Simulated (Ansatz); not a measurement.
PtS2:

```
Pt S
1.0
     3.54320    0.00000    0.00000
    -1.77160    3.06850    0.00000
     0.00000    0.00000    5.03880
Pt S
1 2
Direct
  0.00000 0.00000 0.00000
  0.66667 0.33333 0.77300
  0.33333 0.66667 0.22700
```

Base run:

| Item | Value |
| --- | --- |
| Program | Ansatz 0.2.0 |
| Functional | r2SCAN50 |
| Potentials or basis | Ansatz PAW |
| Cutoff | 500 eV |
| Density cutoff | 2000 eV |
| k mesh | 5 × 5 × 3 |
| Occupations | fermi-dirac, width 0.05 eV |
| Spin | no spin polarisation |

Its results: band gap on the k mesh 3.98 eV, indirect (least direct gap 4.47 eV); largest force 0.580 eV/Å.

Question: After a change of settings the same cell gave: band gap on the k mesh 1.95 eV, indirect (least direct gap 2.13 eV); largest force 1.097 eV/Å. Which change was it?
A. functional from r2SCAN50 to r2SCAN0
B. functional from r2SCAN50 to r2SCANh
C. functional from r2SCAN50 to LDA; cutoff from 500 eV to 420 eV; density cutoff from 2000 eV to 1680 eV; k mesh from 5 × 5 × 3 to 9 × 9 × 5
D. functional from r2SCAN50 to PBE; cutoff from 500 eV to 420 eV; density cutoff from 2000 eV to 1680 eV; k mesh from 5 × 5 × 3 to 9 × 9 × 5

Answer: B.

Caveats: the k mesh misses the band edges, so the gap on the mesh is wider than the one along the path; spin-orbit coupling is left out, which moves the levels of the heavy elements; the PAW data sets come from PBE, with cores solved anew for the run's functional, which leaves a small shift of forces and pressure; forces of over 1 eV/Å show positions far from the minimum, so gaps and moduli don't describe the material at rest (some runs).

Not every run made on this cell is shown here.
